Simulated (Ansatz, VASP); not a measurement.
**BaTiO3: VASP beside Ansatz**

```
CELL_PARAMETERS angstrom
3.99980 0.00000 0.00000
0.00000 3.99980 0.00000
0.00000 0.00000 4.01800
ATOMIC_POSITIONS crystal
Ba 0.00000 0.00000 0.00000
Ti 0.50000 0.50000 0.49000
O 0.50000 0.50000 0.01900
O 0.50000 0.00000 0.51700
O 0.00000 0.50000 0.51700
```

Alike in both runs: task single point; functional PBE; k mesh 4 × 4 × 4; occupations fermi-dirac, width 0.05 eV; no spin polarisation; Hubbard terms Ti d U = 5.0 eV.

```csv
,VASP,Ansatz
version,VASP 6.6.1,Ansatz 0.2.0
potentials or method,"VASP PAW PBE potentials, release 64 (Ba_sv, Ti_sv, O)","plane waves, PAW"
plane-wave cutoff (eV),520,420
valence electrons in the cell,40,40
```

Ansatz gave:

- gap on the k mesh at the Fermi level (eV): 2.43

**Question.** Estimate VASP's values.

**Answer.** gap on the k mesh at the Fermi level (eV): 2.37.

The programs project onto different local orbitals, so the same U acts differently.

Caveats: spin-orbit coupling is left out, which moves the levels of the heavy elements. A k mesh can miss the band edges.
